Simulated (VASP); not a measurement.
# AgCl (Chlorargyrite) (Fm-3m) in VASP: a series of runs

The runs below take AgCl (Chlorargyrite) through single point, with LDA, PBEsol+U.

All numbers are computed with VASP 6.6.1; they aren't measurements. Logs are shortened: lines on timing, memory, paths and dates and some standing lists are left out, and cuts for length are marked.

**What was measured.**

From a printed reference work, data compilation, for a bulk crystal of AgCl: band gap 3.249 eV (indirect).

The runs below are set against these values where they give the same quantity.

### Step 1. The cell of the first run

The structure is cubic, space group Fm-3m (No. 225). The conventional cell has a = 5.470 Å, b = 5.470 Å, c = 5.470 Å, α = 90.00°, β = 90.00°, γ = 90.00°. Ag (site symmetry m-3m) has 6 Cl at 2.73 Å within 3.6 Å. Cl (site symmetry m-3m) has 6 Ag at 2.73 Å within 3.6 Å.

### Step 2. Single point, LDA

INCAR reads:

```
PREC = Accurate ; ENCUT = 520
EDIFF = 1E-7 ; ISMEAR = 0
SIGMA = 0.02 ; LREAL = F
LASPH = T ; NELM = 100
ALGO = Normal ; ISIF = 2
LWAVE = F ; LCHARG = F
GGA = CA ; NBANDS = 16
```

KPOINTS reads:

```
regular mesh
0
Gamma
  8 8 8
```

POSCAR reads:

```
AgCl
1.0
    0.0000000000      2.7350000000      2.7350000000
    2.7350000000      0.0000000000      2.7350000000
    2.7350000000      2.7350000000      0.0000000000
Ag Cl
1 1
Direct
    0.0000000000      0.0000000000      0.0000000000
    0.5000000000      0.5000000000      0.5000000000
```

Potentials or basis: VASP PAW LDA potentials, release 64 (Ag, Cl).

Command:

```
> cat potpaw_LDA.64/Ag/POTCAR potpaw_LDA.64/Cl/POTCAR > POTCAR
> mpirun -np 1 vasp_std > vasp.out
```

OUTCAR:

```text
PREC = Accurate
   ENCUT = 520
   EDIFF = 1E-7
   ISMEAR = 0
   LREAL = F
   LASPH = T
   NELM = 100
   ISIF = 2
   GGA = CA

 ion  position               nearest neighbor table
   1  0.000  0.000  0.000-   2 2.73   2 2.73   2 2.73   2 2.73   2 2.73   2 2.73
   2  0.500  0.500  0.500-   1 2.73   1 2.73   1 2.73   1 2.73   1 2.73   1 2.73

  LATTYP: Found a face centered cubic cell.
 ALAT       =     5.4700000000

  Lattice vectors:

 A1 = (   0.0000000000,   2.7350000000,   2.7350000000)
 A2 = (   2.7350000000,   0.0000000000,   2.7350000000)
 A3 = (   2.7350000000,   2.7350000000,   0.0000000000)

Analysis of symmetry for initial positions (statically):
=====================================================================
 Subroutine PRICEL returns:
 Original cell was already a primitive cell.

 Routine SETGRP: Setting up the symmetry group for a
 face centered cubic supercell.

 Subroutine GETGRP returns: Found 48 space group operations
 (whereof 48 operations were pure point group operations)
 out of a pool of 48 trial point group operations.

The static configuration has the point symmetry O_h .

Analysis of symmetry for dynamics (positions and initial velocities):
=====================================================================
 Subroutine PRICEL returns:
 Original cell was already a primitive cell.

 Routine SETGRP: Setting up the symmetry group for a
 face centered cubic supercell.

 Subroutine GETGRP returns: Found 48 space group operations
 (whereof 48 operations were pure point group operations)
 out of a pool of 48 trial point group operations.

The dynamic configuration has the point symmetry O_h .

 Subroutine INISYM returns: Found 48 space group operations
 (whereof 48 operations are pure point group operations),
 and found     1 'primitive' translations

----------------------------------------------------------------------------------------

                                     Primitive cell

  volume of cell :      40.9168

  direct lattice vectors                    reciprocal lattice vectors
     0.000000000  2.735000000  2.735000000    -0.182815356  0.182815356  0.182815356
     2.735000000  0.000000000  2.735000000     0.182815356 -0.182815356  0.182815356
     2.735000000  2.735000000  0.000000000     0.182815356  0.182815356 -0.182815356

  length of vectors
[... 80 lines left out ...]
   ENCUT  =  520.0 eV  38.22 Ry    6.18 a.u.   7.19  7.19  7.19*2*pi/ulx,y,z
   NELM   =    100;   NELMIN=  2; NELMDL= -5     # of ELM steps
   EDIFF  = 0.1E-06   stopping-criterion for ELM
   LREAL  =      F    real-space projection
   EDIFFG = 0.1E-05   stopping-criterion for IOM
   NSW    =      0    number of steps for IOM
   IBRION =     -1    ionic relax: 0-MD 1-quasi-New 2-CG
   NFREE  =      0    steps in history (QN), initial steepest desc. (CG)
   ISIF   =      2    stress and relaxation
   ISYM   =      2    0-nonsym 1-usesym 2-fastsym
   POTIM  = 0.5000    time-step for ionic-motion
   TEBEG  =    0.0;   TEEND  =   0.0 temperature during run
   PSTRESS=    0.0 pullay stress
   NELECT =      18.0000    total number of electrons
   NUPDOWN=      -1.0000    fix difference up-down
   EMIN   =  10.00;   EMAX   =-10.00  energy-range for DOS
   EFERMI =   0.00;   METHOD = LEGACY
   ISMEAR =     0;   SIGMA  =   0.02  broadening in eV -4-tet -1-fermi 0-gaus
   EFERMI_NEDOS =   21; number of points for ismear=-14 and -15
   IALGO  =     38    algorithm
   IMIX   =      4    mixing-type and parameters
     AMIX     =   0.40;   BMIX     =  1.00
     AMIX_MAG =   1.60;   BMIX_MAG =  1.00
  volume/ion in A,a.u.               =      20.46       138.06
  Fermi-wavevector in a.u.,A,eV,Ry     =   1.245083  2.352866 21.092186  1.550232
  Thomas-Fermi vector in A             =   2.379321
   LORBIT       =      0    0 simple, 1 ext, 2 COOP (PROOUT), +10 PAW based schemes
   GGA     = CA    functional components
   LHFCALC =     F    Hartree Fock is set to
   AEXX    =    0.0000 exact exchange contribution
   IVDW    =     0    specifies the selected vdW correction
   LEPSILON=     F    determine dielectric tensor
   LRPA    =     F    only Hartree local field effects (RPA)
 non-spin polarized calculation
 Gauss-broadening in eV      SIGMA  =   0.02
  energy-cutoff  :      520.00
  volume of cell :       40.92
 maximum number of plane-waves:      1124
 NGX is ok and might be reduce to    30
   NGX = 15   NGY = 15   NGZ = 15

 number of electron      18.0000002 magnetization

 Free energy of the ion-electron system (eV)
  ---------------------------------------------------
  ext. energy  EPLUGINS =         0.00000000
  ---------------------------------------------------
  free energy    TOTEN  =        -6.76240737 eV

  energy without entropy =       -6.76240737  energy(sigma->0) =       -6.76240737

 E-fermi :   4.2163     XC(G=0): -10.6500

 val. band max:        4.1232900667   @ k =   0.5000   0.0000   0.0000
 cond. band min:       4.7636284515   @ k =   0.0000   0.0000   0.0000
 fundamental gap:      0.6403383848
 Fermi energy:         4.2162576813

 k-point     1 :       0.0000    0.0000    0.0000
  band No.  band energies     occupation
      1     -11.2109      2.00000
      2       1.4237      2.00000
      3       1.4237      2.00000
      4       1.4237      2.00000
      5       1.4650      2.00000
      6       1.4650      2.00000
[... 433 lines left out ...]
      3      -0.3010      2.00000
      4      -0.2405      2.00000
      5       1.7699      2.00000
      6       1.8457      2.00000
[... 8 lines left out ...]
     15      17.5885      0.00000
     16      19.1077      0.00000

 [... further k-points ...]

------------------------ aborting loop because EDIFF is reached ----------------------------------------

  FORCE on cell =-STRESS in cart. coord.  units (eV):
  Direction    XX          YY          ZZ          XY          YZ          ZX
  --------------------------------------------------------------------------------------
  -------------------------------------------------------------------------------------
  Total       -0.9638226     -0.9638226     -0.9638226      0.0000000      0.0000000      0.0000000
  in kB      -37.7403324    -37.7403324    -37.7403324      0.0000000      0.0000000      0.0000000
  external PRESSURE =     -37.7403324 kB  Pullay stress =       0.0000000 kB

 VOLUME and BASIS-vectors are now :
 -----------------------------------------------------------------------------
  energy-cutoff  :      520.00
  volume of cell :       40.92
      direct lattice vectors                 reciprocal lattice vectors
     0.000000000  2.735000000  2.735000000    -0.182815356  0.182815356  0.182815356
     2.735000000  0.000000000  2.735000000     0.182815356 -0.182815356  0.182815356
     2.735000000  2.735000000  0.000000000     0.182815356  0.182815356 -0.182815356

 POSITION                                       TOTAL-FORCE (eV/Angst)
 -----------------------------------------------------------------------------------
      0.00000      0.00000      0.00000         0.000000      0.000000      0.000000
      2.73500      2.73500      2.73500        -0.000000     -0.000000     -0.000000
 -----------------------------------------------------------------------------------
    total drift:                               -0.000000      0.000000      0.000000

  FREE ENERGIE OF THE ION-ELECTRON SYSTEM (eV)
  ---------------------------------------------------
  free  energy   TOTEN  =        -6.7624073737 eV

  energy  without entropy=       -6.7624073737  energy(sigma->0) =       -6.76240737
```

Wall time 11 s (1 thread of Intel Xeon Platinum 8488C (Sapphire Rapids), shared host); peak memory 0.15 GiB.

Results:

- Free energy: -6.7624 eV
- Pressure: -3.8 GPa
- Band gap on the k mesh: 0.64 eV, indirect (least direct gap 3.11 eV)

### Step 3. Single point, PBEsol+U

INCAR reads:

```
SYSTEM = AgCl
  ALGO = Normal
  EDIFF = 1E-6
  ENCUT = 520
  GGA = PS
  ISIF = 2
  ISMEAR = -1
  LASPH = .True.
  LCHARG = .True.
  LDAU = .True.
  LDAUJ = 0 0
  LDAUL = 2 -1
  LDAUPRINT = 1
  LDAUTYPE = 2
  LDAUU = 2 0
  LELF = .True.
  LMAXMIX = 4
  LREAL = .False.
  LVHAR = .True.
  LWAVE = .False.
  NBANDS = 16
  NELM = 150
  PREC = Accurate
  SIGMA = 0.05
```

KPOINTS reads:

```
k-points
0
Gamma
  8 8 8
  0 0 0
```

POSCAR is that of step 2.

Potentials or basis: VASP PAW PBE potentials, release 64 (Ag, Cl).

Command:

```
> cat potpaw_PBE.64/Ag/POTCAR potpaw_PBE.64/Cl/POTCAR > POTCAR
> mpirun -np 1 vasp_std > vasp.out
```

Run time: 12 s. Hardware: 1 thread of Intel Xeon Platinum 8488C (Sapphire Rapids), shared host; peak memory 0.17 GiB.

Results (log left out):

| Quantity | Value |
| --- | --- |
| Free energy | -5.5251 eV |
| Pressure | -0.9 GPa |
| Band gap on the k mesh | 1.14 eV, indirect (least direct gap 3.29 eV) |

Levels at points of the mesh, in eV from the valence-band top:
```csv
k point,band 6,band 7,band 8,band 9,band 10,band 11,band 12,band 13
"(0.00, 0.00, 0.00)",-2.92,-2.15,-2.15,-2.15,1.14,10.97,10.97,10.97
"(0.50, 0.00, 0.00)",-2.53,-2.10,0.00,0.00,4.32,7.09,7.86,7.86
"(0.50, 0.50, 0.00)",-2.72,-2.40,-2.40,-2.31,2.60,8.02,8.99,11.98
```

Eigenvalues of the final occupation matrices:
| site | spin | trace | eigenvalues |
| --- | --- | --- | --- |
| site 1 d | 1 | 4.74 | 0.94 0.94 0.94 0.96 0.96 |
| site 1 d | 2 | 4.74 | 0.94 0.94 0.94 0.96 0.96 |

Caveat: the PAW data sets were made with another functional, which shifts forces and pressure a little.

### Step 4. Comparison with measurements

Step 3. Against the measured gap of AgCl, 3.249 eV (indirect; a printed reference work, data compilation), the calculated 1.14 eV is off by -2.11 eV. So large a miss can be the level of theory's own, or it may mean another phase, state or a wrong row. Spin-orbit coupling on Ag is left out. The value is that of PBEsol+U on a finite k mesh, which can miss the band edges, without temperature or zero-point motion.
